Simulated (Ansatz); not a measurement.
Runs of Ansatz 0.2.0 on Ge. Symmetry: Fd-3m, No. 227, cubic system. The conventional cell has a = 5.658 Å, b = 5.658 Å, c = 5.658 Å, α = 90.00°, β = 90.00°, γ = 90.00°. Around Ge (site symmetry -43m) lie 4 Ge at 2.45 Å. 

| task | potentials or basis | k mesh | cutoff (eV) | smearing | basis error allowed | mesh quality | gap on the mesh (eV) | pressure (GPa) |
| --- | --- | --- | --- | --- | --- | --- | --- | --- |
| phonons | all-electron LAPW, scalar-relativistic | 8 × 8 × 8 | 342 | fermi-dirac 0.05 eV | 0.001 eV/atom | not flagged | none | - |
| single point | all-electron LAPW, scalar-relativistic | 5 × 5 × 5 | 317 | fermi-dirac 0.03 eV | 0.001 eV/atom | coarse | none | 0.9 |
| elastic constants | all-electron LAPW, scalar-relativistic | 6 × 6 × 6 | 342 | fermi-dirac 0.05 eV | 0.001 eV/atom | coarse | none | 0.7 |
| density of states | all-electron PAW datasets made for the crystal | 8 × 8 × 8 | 140 | fermi-dirac 0.05 eV | - | not flagged | none | (a) |

Alike in all rows: level PBEsol; no spin polarisation; cell as given.

Task: Fill in the values left out.

Result: (a) 0.6.

Caveats: some runs use coarse meshes; this crystal is a semiconductor, whose small gap the functional closes, so the metal is an error of the method; a metal's response needs a denser mesh (some runs); the k mesh is thin for a metal, which can move the energy by tens of meV per atom (some runs); elastic constants of metals need much finer meshes, so these are rough (some runs); the program warned that the printed levels may be off, so bands, gaps and densities of states are rough (some runs).

A k mesh can miss the band edges, and the runs leave out spin-orbit coupling on Ge.

A gap of «none» marks a metal or a gap under the smearing width.

The runs don't all hold the same shells in valence.
